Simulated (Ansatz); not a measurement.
Input and command of a plane-wave DFT calculation in Ansatz:

```yaml
crystal:
  lattice:
    - [0.0, 3.5743933621, 2.1992769481]
    - [1.2707450289, 0.0, 2.1992769481]
    - [1.2707450289, 3.5743933621, 0.0]
  atoms:
    - { symbol: B, position: [7.29367e-05, 7.29367e-05, 0.9999270633] }
    - { symbol: "N", position: [0.6666270533, 0.6666270533, 0.3333729467] }
basis:
  ecutwfc: 420
kpoints:
  mp_grid: { grid: [12, 12, 12] }
hamiltonian:
  xc: pbe
  dispersion: d3bj
scf:
  occupations: { method: gaussian, width: 0.02 }
output:
  forces: true
  stress: true
  eigenvalues: true
relax:
  adjacent_minimum: "off"
  f_tol: 0.01
  max_steps: 30
  cell: { stress_tol: 0.1, fix: [volume] }
```

```bash
ansatz run input.yaml --threads 1 --pin off --max-ram 2560MiB --backend cpu --events-out ev --progress --plain --runs-dir out
```

Processor: Intel(R) Xeon(R) 6975P-C (Granite Rapids), 1 thread, on a host shared with other jobs.

How long does it run, and how much memory does it take?

About 20 s on 1 thread of Intel(R) Xeon(R) 6975P-C (Granite Rapids), on a shared host, peak memory 0.42 GiB. It solves 8 bands at 280 k points (the mesh reduced by the symmetry that the task leaves, which can be less than the crystal's) with about 387 plane waves, in 28 SCF iterations over 6 ionic steps.
